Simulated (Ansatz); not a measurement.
# Nb: the crystal squeezed far, part 2 of 2

Aim: compress Nb (sc type) step by step, far beyond the usual range, and follow pressure and electronic structure. Methods of the runs shown: LAPW, crystal datasets and norm-conserving. Companion runs by PAW are cited. Its runs: the reference run (LAPW); volume scaled by 1 (crystal datasets and norm-conserving); volume scaled by 0.88 (LAPW); volume scaled by 0.78 (LAPW); volume scaled by 0.68 (LAPW); volume scaled by 0.58 (LAPW and crystal datasets); volume scaled by 0.5 (LAPW and norm-conserving); volume scaled by 0.43 (LAPW, crystal datasets and norm-conserving).

Ansatz 0.2.0; DFT PBE; a cell built from a prototype (sc type), not taken from measurement. «Crystal datasets» are all-electron PAW datasets made for this crystal.

### Step 10. Volume scaled by 0.5, LAPW

This is Nb in the simple cubic structure; at room conditions it is bcc.

Input file input.yaml:

```yaml
crystal:
  lattice:
    - [2.16040133, 0.0, 0.0]
    - [0.0, 2.16040133, 0.0]
    - [0.0, 0.0, 2.16040133]
  atoms:
    - { symbol: Nb, position: [0.0, 0.0, 0.0] }
kpoints:
  mp_grid: { grid: [16, 16, 16] }
  band_path:
    path:
      - [0.0, 0.0, 0.0]
      - [0.0, 0.5, 0.0]
      - [0.5, 0.5, 0.0]
      - [0.0, 0.0, 0.0]
      - [0.5, 0.5, 0.5]
      - [0.0, 0.5, 0.0]
      - [0.5, 0.5, 0.5]
      - [0.5, 0.5, 0.0]
    npoints: 8
scf:
  occupations: { method: fermi_dirac, width: 0.1 }
hamiltonian:
  xc: pbe
  pseudopotentials: { kind: all_electron, lapw: { basis_error: 0.001 } }
output:
  forces: true
  stress: true
  eigenvalues: true
  populations: true
  dos: { projected: true, de: 0.2, e_range: [-14, 8] }
```

The run is started by

```console
ansatz run input.yaml --threads 1 --pin off --max-ram 2048MiB --backend cpu --events-out ev --progress --plain --runs-dir out
```

Output, cut to the lines that bear on the results:

```text
Nb: projections on atomic orbitals take those of the free atom 1s2 2s2 2p6 3s2 3p6 3d10 4s2 4p6 4d4 5s1, of charge +0.00 (hamiltonian.pseudopotentials.projection_atoms)
LAPW: plane waves up to 10.055 Å⁻¹, error target 1.0e-3 eV per atom; small_component_spin mean_spin; Nb in spheres of 1.080 Å, 31 of its electrons in bands, Dirac shells []
[...]
Pseudopotentials: kind: all_electron
[...]
  atom   1  Nb     0.00000000    -0.00000000    -0.00000000
[...]
--- Stress (GPa, compression-positive) ---
      352.915947       0.000000       0.000000
        0.000000     352.915947       0.000000
        0.000000       0.000000     352.915947
  P = ⅓ Tr σ = 352.9159 GPa (3529.159 kbar)
--- Band table (eV; the first three rows and the last of 165) ---
[... band rows left out ...]
[...]
--- Löwdin populations: 1 site ---
  site symbol       q [e]
     0     Nb     40.9496
  spilling = 0.001230 (of n_electrons = 41.000000)
```

Run time: 14 s. Hardware: 1 thread of Arm Neoverse V1, shared host; peak memory 0.34 GiB.

In short: pressure 352.92 GPa; no gap.

### Step 11. Volume scaled by 0.5, norm-conserving

Input file input.yaml:

```yaml
crystal:
  lattice:
    - [2.16040133, 0.0, 0.0]
    - [0.0, 2.16040133, 0.0]
    - [0.0, 0.0, 2.16040133]
  atoms:
    - { symbol: Nb, position: [0.0, 0.0, 0.0] }
kpoints:
  mp_grid: { grid: [16, 16, 16] }
scf:
  occupations: { method: fermi_dirac, width: 0.1 }
hamiltonian:
  xc: pbe
  pseudopotentials: { kind: nc }
output:
  forces: true
  stress: true
  eigenvalues: true
```

The run is started by

```console
ansatz run input.yaml --threads 1 --pin off --max-ram 2048MiB --backend cpu --events-out ev --progress --plain --runs-dir out
```

Output, cut to the lines that bear on the results:

```text
[...]
Pseudopotentials: kind: nc
Pseudopotential: Nb, nc, valence charge 13, recommended cutoff 1115.666836 eV (normal), Nb.nc.azcp
Functional definition: PBE
[...]
Crystal: 1 atoms, lattice volume = 10.083 Å³
Basis set: ecut = 1115.666836 eV, 847 PW (Γ), exchange–correlation on 48×48×48 points (8 copies of the dense FFT grid, shifted against one another)
[...]
  atom   1  Nb     0.00000000    -0.00000000    -0.00000000
[...]
--- Stress (GPa, compression-positive) ---
      352.483691       0.000000       0.000000
        0.000000     352.483691       0.000000
        0.000000       0.000000     352.483691
  P = ⅓ Tr σ = 352.4837 GPa (3524.837 kbar)
--- Band table (eV; the first three rows and the last of 165) ---
  k-point 0: bands = ["-22.9372", "5.9007", "5.9007", "5.9007", "26.9800", "26.9800", "28.5244", "44.7685", "44.7685", "44.7685", "55.9591"]
[...]
```

Wall time 3.7 s (1 thread of Arm Neoverse V1, shared host); peak memory 0.26 GiB.

Result: pressure 352.48 GPa; no gap.

### Step 12. Volume scaled by 0.43, LAPW

Input file input.yaml:

```yaml
crystal:
  lattice:
    - [2.0544737014, 0.0, 0.0]
    - [0.0, 2.0544737014, 0.0]
    - [0.0, 0.0, 2.0544737014]
  atoms:
    - { symbol: Nb, position: [0.0, 0.0, 0.0] }
kpoints:
  mp_grid: { grid: [16, 16, 16] }
  band_path:
    path:
      - [0.0, 0.0, 0.0]
      - [0.0, 0.5, 0.0]
      - [0.5, 0.5, 0.0]
      - [0.0, 0.0, 0.0]
      - [0.5, 0.5, 0.5]
      - [0.0, 0.5, 0.0]
      - [0.5, 0.5, 0.5]
      - [0.5, 0.5, 0.0]
    npoints: 8
scf:
  occupations: { method: fermi_dirac, width: 0.1 }
hamiltonian:
  xc: pbe
  pseudopotentials: { kind: all_electron, lapw: { basis_error: 0.001 } }
output:
  forces: true
  stress: true
  eigenvalues: true
  populations: true
  dos: { projected: true, de: 0.2, e_range: [-14, 8] }
```

The run is started by

```console
ansatz run input.yaml --threads 1 --pin off --max-ram 2048MiB --backend cpu --events-out ev --progress --plain --runs-dir out
```

Output, cut to the lines that bear on the results:

```text
Nb: projections on atomic orbitals take those of the free atom 1s2 2s2 2p6 3s2 3p6 3d10 4s2 4p6 4d4 5s1, of charge +0.00 (hamiltonian.pseudopotentials.projection_atoms)
LAPW: plane waves up to 10.571 Å⁻¹, error target 1.0e-3 eV per atom; small_component_spin mean_spin; Nb in spheres of 1.027 Å, 31 of its electrons in bands, Dirac shells []
[...]
Pseudopotentials: kind: all_electron
[...]
  atom   1  Nb     0.00000000     0.00000000     0.00000000
[...]
--- Stress (GPa, compression-positive) ---
      586.242960       0.000000       0.000000
        0.000000     586.242960       0.000000
        0.000000       0.000000     586.242960
  P = ⅓ Tr σ = 586.2430 GPa (5862.430 kbar)
--- Band table (eV; the first three rows and the last of 165) ---
[... band rows left out ...]
[...]
--- Löwdin populations: 1 site ---
  site symbol       q [e]
     0     Nb     40.9318
  spilling = 0.001663 (of n_electrons = 41.000000)
```

Run time: 14 s. Hardware: 1 thread of Arm Neoverse V1, shared host; peak memory 0.35 GiB.

This run gives: pressure 586.24 GPa; no gap.

Levels at the path's labelled points, in eV from the Fermi level:

```
point  band 13  band 14  band 15  band 16  band 17  band 18  band 19
    Γ   -28.23    -9.01    -9.01    -5.30    12.01    12.01    12.01
    X   -26.89    -6.58    -1.44     1.61     1.61     3.06    13.25
    M   -25.67   -13.42    -1.30     3.90     3.90    11.98    11.98
    Γ   -28.23    -9.01    -9.01    -5.30    12.01    12.01    12.01
    R   -34.80    -9.56    -9.56    -9.56     3.43    19.84    19.84
    X   -26.89    -6.58    -1.44     1.61     1.61     3.06    13.25
    R   -34.80    -9.56    -9.56    -9.56     3.43    19.84    19.84
    M   -25.67   -13.42    -1.30     3.90     3.90    11.98    11.98
```

States per cell, counted by energy window (eV from the Fermi level, on a grid of 0.20 eV):

```
from  to  total  Nb 4d
 -10  -9   0.25   0.24
  -9  -8   0.27   0.26
  -8  -7   0.34   0.32
  -7  -6   0.42   0.39
  -6  -5   0.54   0.49
  -5  -4   0.44   0.38
  -4  -3   0.66   0.53
  -3  -2   0.68   0.55
  -2  -1   0.49   0.40
  -1   0   0.44   0.38
   0   1   0.57   0.49
   1   2   0.48   0.43
   2   3   0.67   0.60
   3   4   0.50   0.45
   4   5   0.40   0.33
```

### Step 13. Volume scaled by 0.43, crystal datasets

Input file input.yaml:

```yaml
crystal:
  lattice:
    - [2.0544737014, 0.0, 0.0]
    - [0.0, 2.0544737014, 0.0]
    - [0.0, 0.0, 2.0544737014]
  atoms:
    - { symbol: Nb, position: [0.0, 0.0, 0.0] }
kpoints:
  mp_grid: { grid: [16, 16, 16] }
scf:
  occupations: { method: fermi_dirac, width: 0.1 }
hamiltonian:
  xc: pbe
  pseudopotentials: { kind: all_electron, datasets: crystal }
output:
  forces: true
  stress: true
  eigenvalues: true
```

The run is started by

```console
ansatz run input.yaml --threads 1 --pin off --max-ram 2048MiB --backend cpu --events-out ev --progress --plain --runs-dir out
```

Output, cut to the lines that bear on the results:

```text
[...]
Pseudopotentials: kind: all_electron
Pseudopotential: Nb, paw, valence charge 13, recommended cutoff 460 eV (normal), Koelling and Harmon's equation, gaussian nucleus
Functional definition: PBE
[...]
Crystal: 1 atoms, lattice volume = 8.672 Å³
Basis set: ecut = 460 eV, 179 PW (Γ), exchange–correlation on 30×30×30 points (8 copies of the dense FFT grid, shifted against one another)
[...]
--- Forces (eV/Å), atoms counted from 1 ---
  atom   1  Nb     0.00000000    -0.00000000     0.00000000
[...]
--- Stress (GPa, compression-positive) ---
      586.248099       0.000000       0.000000
        0.000000     586.248099       0.000000
        0.000000       0.000000     586.248099
  P = ⅓ Tr σ = 586.2481 GPa (5862.481 kbar)
--- Band table (eV; the first three rows and the last of 165) ---
  k-point 0: bands = ["-14.9931", "15.9406", "15.9406", "15.9406", "35.1574", "35.1574", "38.8666", "56.1790", "56.1790"]
[...]
```

Run time: 7.8 s. Hardware: 1 thread of Arm Neoverse V1, shared host; peak memory 0.39 GiB.

Result: pressure 586.25 GPa; no gap.

### Step 14. Volume scaled by 0.43, norm-conserving

Edit input.yaml of step 13 so:

```diff
@@ -13,3 +13,3 @@
   xc: pbe
-  pseudopotentials: { kind: all_electron, datasets: crystal }
+  pseudopotentials: { kind: nc }
 output:
```

The run is started by

```console
ansatz run input.yaml --threads 1 --pin off --max-ram 2048MiB --backend cpu --events-out ev --progress --plain --runs-dir out
```

Output, cut to the lines that bear on the results:

```text
[...]
Pseudopotentials: kind: nc
Pseudopotential: Nb, nc, valence charge 13, recommended cutoff 1115.666836 eV (normal), Nb.nc.azcp
Functional definition: PBE
[...]
Crystal: 1 atoms, lattice volume = 8.672 Å³
Basis set: ecut = 1115.666836 eV, 739 PW (Γ), exchange–correlation on 48×48×48 points (8 copies of the dense FFT grid, shifted against one another)
[...]
  atom   1  Nb     0.00000000     0.00000000    -0.00000000
[...]
--- Stress (GPa, compression-positive) ---
      585.200915       0.000000       0.000000
       -0.000000     585.200915       0.000000
        0.000000      -0.000000     585.200915
  P = ⅓ Tr σ = 585.2009 GPa (5852.009 kbar)
--- Band table (eV; the first three rows and the last of 165) ---
  k-point 0: bands = ["-19.0322", "11.8928", "11.8928", "11.8928", "31.1151", "31.1151", "34.8270", "52.1209", "52.1209", "52.1209", "63.7217"]
[...]
```

It took 3.5 s on 1 thread of Arm Neoverse V1, shared host; peak memory 0.26 GiB.

Result: pressure 585.20 GPa; no gap.

### Step 15. Side by side

Rows by PAW come from runs of the same series that aren't printed here.

```
                         method  volume over the first  volume (Å³/atom)  pressure (GPa)  SCF cycles, all passes
                           LAPW                      1            20.167           -0.01                       6
                           LAPW                   0.88            17.747           21.02                       6
                           LAPW                   0.78            15.730           51.54                       6
                           LAPW                   0.68            13.713          104.58                       6
                           LAPW                   0.58            11.697          203.43                       6
                           LAPW                    0.5            10.083          352.92                       5
                           LAPW                   0.43             8.672          586.24                       5
                            PAW                      1            20.167           -0.01                       6
                            PAW                   0.88            17.747           21.02                       6
                            PAW                   0.78            15.730           51.53                       6
                            PAW                   0.68            13.713          104.53                       6
                            PAW                   0.58            11.697          203.30                       6
                            PAW                    0.5            10.083          352.69                       6
                            PAW                   0.43             8.672          585.75                       7
            PAW (cutoff 600 eV)                   0.78            15.730           51.51                       6
PAW (partial_waves polarizable)                   0.43             8.672          585.74                       7
               crystal datasets                      1            20.167            0.00                       7
               crystal datasets                   0.58            11.697          203.43                       7
               crystal datasets                   0.43             8.672          586.25                       7
                norm-conserving                      1            20.167            0.00                       6
                norm-conserving                    0.5            10.083          352.48                       6
                norm-conserving                   0.43             8.672          585.20                       6
```

### Step 16. Summary of results

This closing draws on all 2 parts.

```
                                                      quantity      value
                           LAPW pressure at 0.43 of the volume  586.2 GPa
                            PAW pressure at 0.43 of the volume  585.7 GPa
PAW (partial_waves polarizable) pressure at 0.43 of the volume  585.7 GPa
               crystal datasets pressure at 0.43 of the volume  586.2 GPa
                norm-conserving pressure at 0.43 of the volume  585.2 GPa
                   fitted bulk modulus at zero pressure (LAPW)    124 GPa
                                       its pressure derivative       4.03
```

In words: By LAPW the pressure climbs to 586 GPa at 0.43 of the first volume. One third-order Birch-Murnaghan curve follows these points (B₀ = 124 GPa, B′ = 4.03, misfit at most 1.21 GPa). A fit over so wide a range leans to the high pressures, so B₀ can be off by several per cent. Where LAPW's pressure is over 3 GPa, PAW's departs from it by at most 0.1 %, at 0.43 of the volume. The ions are at rest, and the electrons smeared by 0.1 eV.
